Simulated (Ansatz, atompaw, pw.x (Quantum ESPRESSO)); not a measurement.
# pw.x on fcc S: one setting changed

Potential: PAW, atompaw 4.2.0.5, PBE; core [Ne], reference 3s2 3p4; waves: 3s (bound): rc 1.85 bohr; 3s channel at -0.65 Ry: rc 1.65 bohr; 3p (bound): rc 1.85 bohr; 3p channel at -0.15 Ry: rc 1.85 bohr; 3d channel at 0.25 Ry: rc 1.85 bohr; 3d channel at 0.6 Ry: rc 1.85 bohr; local part: vpsmatchnc scheme with l = 3 at -0.5 Ry, radius 1.85 bohr; core correction: smooth core density matched at 1.30 bohr; augmentation: sinc compensation charge, radius 1.80 bohr; PAW radius 1.85 bohr; waves and projectors: custom polynom2 7 10 vanderbiltortho.

The reference run (k-mesh 14³, cutoffs 40/400 Ry, Fermi–Dirac 0.01 Ry, mixing_beta 0.4, conv_thr 1e-9, no spin) gives -0.08 GPa at 15.941 Å³/atom, where all-electron LAPW gives -0.09 GPa. This run, with its own iteration cap, changes k-mesh points per axis to 3.

```
&control
  calculation='scf', prefix='x', pseudo_dir='./', outdir='./tmp', tstress=.true., disk_io='none'
/
&system
  ibrav=0, nat=1, ntyp=1, ecutwfc=40, ecutrho=400, nbnd=10,
  occupations='smearing', smearing='fd', degauss=0.01
/
&electrons
  conv_thr=1e-09, mixing_beta=0.4, electron_maxstep=50
/
ATOMIC_SPECIES
S 1.0 S.UPF
CELL_PARAMETERS angstrom
  0.00000000 1.99753864 1.99753864
  1.99753864 0.00000000 1.99753864
  1.99753864 1.99753864 0.00000000
ATOMIC_POSITIONS crystal
S 0.0000 0.0000 0.0000
K_POINTS automatic
3 3 3 0 0 0
```

```bash
pw.x < S.scf.in > S.scf.out
```

Question: How does the run end?

Answer: It converges in 6 iterations; the free energy moves by -213.1 meV/atom and the pressure by +3.97 GPa.

```
Message from routine setup:
     using ibrav=0 with symmetry is DISCOURAGED, use correct ibrav instead
     lattice parameter (alat)  =       5.3384  a.u.
     unit-cell volume          =     107.5752 (a.u.)^3
     number of electrons       =         6.00
     number of Kohn-Sham states=           10
     kinetic-energy cutoff     =      40.0000  Ry
     charge density cutoff     =     400.0000  Ry
     scf convergence threshold =      1.0E-09
     Exchange-correlation= SLA PW PBX PBC
     number of k points=     4  Fermi-Dirac smearing, width (Ry)=  0.0100
     iteration #  1     ecut=    40.00 Ry     beta= 0.40
     total energy              =     -66.21588752 Ry
     estimated scf accuracy    <       0.00027406 Ry
     iteration #  2     ecut=    40.00 Ry     beta= 0.40
     total energy              =     -66.21597432 Ry
     estimated scf accuracy    <       0.00007928 Ry
     iteration #  3     ecut=    40.00 Ry     beta= 0.40
     total energy              =     -66.21598792 Ry
     estimated scf accuracy    <       0.00000277 Ry
     iteration #  4     ecut=    40.00 Ry     beta= 0.40
     total energy              =     -66.21598886 Ry
     estimated scf accuracy    <          6.9E-09 Ry
     iteration #  5     ecut=    40.00 Ry     beta= 0.40
     total energy              =     -66.21598887 Ry
     estimated scf accuracy    <          2.4E-09 Ry
     iteration #  6     ecut=    40.00 Ry     beta= 0.40
     the Fermi energy is     9.2937 ev
!    total energy              =     -66.21598888 Ry
     estimated scf accuracy    <          2.7E-10 Ry
     smearing contrib. (-TS)   =      -0.00699782 Ry
     convergence has been achieved in   6 iterations
          total   stress  (Ry/bohr**3)                   (kbar)     P=       38.91
     Message from routine punch:
     Nothing written, as per user request (disk_io='none')
```

The run took about 4 s on one core of a shared host (Intel(R) Xeon(R) Platinum 8488C, 192 threads, 744 GiB, load 31).
